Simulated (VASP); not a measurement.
Ag2O, 6 atoms in the cell. It takes space group Pn-3m (No. 224, cubic). Conventional cell: a = 4.702 Å, b = 4.702 Å, c = 4.702 Å, α = 90.00°, β = 90.00°, γ = 90.00°. Ag (site symmetry -3m) has 2 O at 2.04 Å as nearest neighbours. O (site symmetry -43m) is surrounded by 4 Ag at 2.04 Å. The cell comes from a database or a generator and needn't be the stable form of this composition.

```yaml
Program: VASP 6.6.1
Task: single point
Functional: HSE06
Potentials_or_basis: VASP PAW PBE potentials, release 64 (Ag, O)
Cutoff: 520 eV
k_mesh: 4 × 4 × 4
Occupations: gaussian, width 0.1 eV
Spin: no spin polarisation
Grid_for_exact_exchange_PRECFOCK: Fast
Screening_parameter: 0.2 1/A
Further_INCAR_settings: ALGO = Normal; EDIFF = 1e-06
```

Potentials or basis: VASP PAW PBE potentials, release 64 (Ag, O).

Run with:

```bash
$ cat potpaw_PBE.64/Ag/POTCAR potpaw_PBE.64/O/POTCAR > POTCAR
$ cp INCAR.step1 INCAR
$ mpirun -np 1 vasp_std > vasp.out
$ cp INCAR.step2 INCAR
$ mpirun -np 1 vasp_std > vasp.out
```

Hardware: 1 thread of AMD EPYC 9R45 96-Core Processor (Zen 5) (shared host).

Q: Estimate the wall time of this run.

A: Run time: 24 min on 1 thread of AMD EPYC 9R45 96-Core Processor (Zen 5), on a shared host, peak memory 0.31 GiB. Counts: scf iterations 10, k points 10.
